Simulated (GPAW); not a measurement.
Crystal: C.

```
C
1.0
     4.25517    0.00000    0.00000
     0.00000    4.25517    0.00000
     0.00000    0.00000    1.28229
C
1
Direct
  0.50000 0.50000 0.50000
```

The cell was built by a generator and needn't be a form met in nature.

| Property | Result |
| --- | --- |
| Program | GPAW 26.7.0 |
| Task | relaxation of cell and atoms |
| Functional | PBE |
| Dispersion | D3 |
| Potentials or basis | GPAW PAW data sets (gpaw-data 1.2.1) |
| Cutoff | 800 eV |
| Basis | pw |
| k mesh | 6 × 6 × 20 |
| Occupations | fermi-dirac, width 0.05 eV |
| Spin | no spin polarisation |

At the start: pressure -0.3 GPa; volume 23.22 Å³/atom.

Question: How do energy, volume and symmetry change on relaxing?

Answer: Over 8 steps the energy falls by 61.1 meV/atom and the volume is 14.05 Å³/atom (-39.5 %); space group P4/mmm (No. 123, to 0.05 Å).

The path:
| step | energy change (eV) | largest force (eV/Å) | pressure (GPa) | volume (Å³) |
| --- | --- | --- | --- | --- |
| 1 | 0.0000 | 0.0000 | -0.28 | 23.22 |
| 2 | -0.0008 | 0.0000 | -1.07 | 23.18 |
| 3 | -0.0023 | 0.0000 | -1.35 | 22.92 |
| 4 | -0.0338 | 0.0000 | -9.00 | 15.64 |
| 5 | -0.0449 | 0.0000 | -7.57 | 14.55 |
| 6 | -0.0365 | 0.0000 | 7.53 | 15.03 |
| 7 | -0.0604 | 0.0000 | -0.10 | 13.78 |
| 8 | -0.0611 | 0.0000 | -0.13 | 14.05 |

Final structure:
```
CELL_PARAMETERS angstrom
3.30908 0.00000 0.00000
0.00000 3.30908 0.00000
0.00000 0.00000 1.28284
ATOMIC_POSITIONS crystal
C 0.50000 0.50000 0.50000
```

Caveat: later steps reuse the first step's grids; the volume moved by over 15 % at a fixed basis, so the end points are rough; pairwise dispersion overbinds metals, which lowers pressure and volume.
